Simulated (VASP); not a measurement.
Write the native input for VASP 6.6.1 that does the following.

| Item | Value |
| --- | --- |
| Task | relaxation of cell and atoms |
| Functional | revPBE |
| Dispersion | D3 |
| Potentials or basis | VASP PAW PBE potentials, release 64 (Al, N) |
| Cutoff | 600 eV |
| k mesh | 11 × 11 × 11 |
| Occupations | fermi-dirac, width 0.05 eV |
| Spin | no spin polarisation |
| Further INCAR settings | ALGO = Normal; EDIFF = 1e-07; IBRION = 2; EDIFFG = -0.01; NSW = 40; ISIF = 3 |

The structure of AlN lies in POSCAR:

```
AlN
1.0
    0.0000000000      2.0345180000      2.0345180000
    2.0345180000      0.0000000000      2.0345180000
    2.0345180000      2.0345180000      0.0000000000
Al N
1 1
Direct
    0.5000000000      0.5000000000      0.5000000000
    0.0000000000      0.0000000000      0.0000000000
```

Measurements of this composition are mostly on another form, of space group No. 186.

These files were run (other wordings do the same):

INCAR

```
SYSTEM = AlN
  ALGO = Normal
  EDIFF = 1E-7
  EDIFFG = -0.01
  ENCUT = 600
  GGA = RE
  IBRION = 2
  ISIF = 3
  ISMEAR = -1
  IVDW = 11
  LASPH = .True.
  LCHARG = .False.
  LREAL = .False.
  LWAVE = .False.
  NELM = 80
  NSW = 40
  PREC = Accurate
  SIGMA = 0.05
```

KPOINTS

```
k-points
0
Gamma
  11 11 11
  0 0 0
```

Potentials or basis: VASP PAW PBE potentials, release 64 (Al, N).

Launch:

```console
$ cat potpaw_PBE.64/Al/POTCAR potpaw_PBE.64/N/POTCAR > POTCAR
$ mpirun -np 1 vasp_std > vasp.out
```

Results of the run:

| Quantity | Value |
| --- | --- |
| Relaxed volume | 8.24 Å³/atom |
| Relaxed cell | a = 2.857 Å, b = 2.857 Å, c = 2.857 Å, α = 60.00°, β = 60.00°, γ = 60.00° |
| Space group after relaxing (to 0.05 Å) | Fm-3m (No. 225) |
| Energy gained by relaxing | 3.2 meV/atom |
| Ionic steps | 3 |
| Pressure after relaxing | 0.0 GPa |
| Band gap on the k mesh | 4.85 eV, indirect (least direct gap 5.73 eV) |
| Dispersion energy per atom | -0.377 eV |

Caveat: the PAW data sets were made with another functional, which shifts forces and pressure a little; an odd mesh through Γ misses points on the zone boundary, where band edges often lie.

Run time: 6.8 s on 1 thread of Intel(R) Xeon(R) 6975P-C (Granite Rapids) (shared host), peak memory 0.15 GiB.
